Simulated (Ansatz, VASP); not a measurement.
## Two plane-wave programs on Se

```xyz
3
Lattice="4.1583 0.0000 0.0000 -2.0791 3.6012 0.0000 0.0000 0.0000 4.6460" Properties=species:S:1:pos:R:3 pbc="T T T"
Se    1.0285    0.0000    1.5487
Se   -0.5143    0.8907    3.0974
Se    1.5649    2.7104    0.0000
```

Alike in both runs: task single point; functional PBE; dispersion D3(BJ); k mesh 12 × 12 × 8; occupations gaussian, width 0.05 eV; no spin polarisation.

|  | VASP | Ansatz |
| --- | --- | --- |
| version | VASP 6.6.1 | Ansatz 0.2.0 |
| potentials or method | VASP PAW PBE potentials, release 64 (Se) | scalar-relativistic, plane waves, PAW |
| plane-wave cutoff (eV) | 520 | 420 |
| valence electrons in the cell | 18 | 48 |

Ansatz gave:

```
gap on the k mesh at the Fermi level (eV)       : 0.23
least direct gap on the mesh (eV)               : 1.41
pressure (GPa)                                  : 6.7
largest component of the traceless stress (GPa) : 4.13
rms of the force components (eV/Å)              : 0.366
```

Task: Estimate VASP's values.

Result: gap on the k mesh at the Fermi level (eV): 0.23; least direct gap on the mesh (eV): 1.40; pressure (GPa): 6.9; largest component of the traceless stress (GPa): 4.18; rms of the force components (eV/Å): 0.388.

Atom by atom the forces differ by 0.022 eV/Å (rms over components). The two sets of potentials don't hold the same shells in valence.

A k mesh can miss the band edges.
